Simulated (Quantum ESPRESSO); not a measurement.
Runs of Quantum ESPRESSO 7.5 on La2O3. It takes space group P-3m1 (No. 164, trigonal). Conventional cell: a = 3.931 Å, b = 3.931 Å, c = 6.112 Å, α = 90.00°, β = 90.00°, γ = 120.00°. Around La (site symmetry 3m) lie 4 O at 2.36 to 2.44 Å. O (site symmetry -3m) is surrounded by 6 La at 2.72 Å. O (site symmetry 3m) has 4 La at 2.36 to 2.44 Å as nearest neighbours. The cell is a database's computed one.

```tsv
task	level	potentials or basis	cutoff (eV)	gap on the mesh (eV)	pressure (GPa)	V0 of scaled cells (Å³/atom)	B0 (GPa)	largest force (eV/Å)
band structure	PBEsol	GBRV 1.5 PBEsol	612	3.85	-2.7	-	-	0.08
single point	PBEsol	GBRV 1.5 PBEsol	612	3.85	-2.7	-	-	0.08
equation of state	PBEsol	GBRV 1.5 PBEsol	612	-	-	16.04	142	-
equation of state	PBE	SSSP 1.3 efficiency PBE	748	-	-	(a)	129	-
single point	PBE	SSSP 1.3 efficiency PBE	748	(b)	2.4	-	-	0.05
```

Alike in all rows: no spin polarisation; cell as given; k mesh 8 × 8 × 5; smearing fermi-dirac 0.05 eV.

Task: Fill in the values left out.

Result: (a) 16.66; (b) 3.89.

Caveats: spin-orbit coupling is left out, which moves the levels of the heavy elements (some runs); an odd mesh through Γ misses points on the zone boundary, where band edges often lie (some runs); the cell was scaled at fixed shape and fractional positions, which overstates the stiffness of a crystal with free parameters, most of all of layers and chains (some runs); some levels on the path didn't converge (some runs).

A k mesh can miss the band edges, and the runs leave out spin-orbit coupling on La.
